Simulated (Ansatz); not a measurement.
Runs of Ansatz 0.2.0 on FeO (Wuestite). The structure is trigonal, space group R-3m (No. 166). Conventional cell: a = 3.038 Å, b = 3.038 Å, c = 7.559 Å, α = 90.00°, β = 90.00°, γ = 120.00°. Around Fe (site symmetry -3m) lie 6 O at 2.16 Å. Around O (site symmetry -3m) lie 6 Fe at 2.16 Å. 

```csv
task,level,cell,points for each segment of the path,gap on the mesh (eV),pressure (GPa),moment (μB)
relaxation of cell and atoms,HSE03,relaxed,-,none,0.0,4.00
band structure,HSEsol,as given,4,none,-12.2,4.00
band structure,HSE03,as given,4,none,-5.8,4.00
single point,PBEsol0,as given,-,none,(a),4.00
```

Alike in all rows: potentials or basis Ansatz PAW; spin collinear, ferromagnetic start; k mesh 6 × 6 × 6; cutoff (eV) 420; smearing fermi-dirac 0.05 eV; the mesh is coarse, so values aren't converged.

Task: Fill in the values left out.

Result: (a) -12.6.

Caveats: all runs use coarse meshes; the magnetic or orbital state may not be the lowest; a cell with one magnetic atom can't hold antiferromagnetic order, which such compounds often take; the PAW data sets come from PBE, with cores solved anew for the run's functional, which leaves a small shift of forces and pressure; the thresholds are loose for stress (some runs); the plane-wave basis is chosen anew once the cell has moved, so the energies of steps on either side of that aren't comparable (some runs).

A gap of «none» marks a metal or a gap under the smearing width.
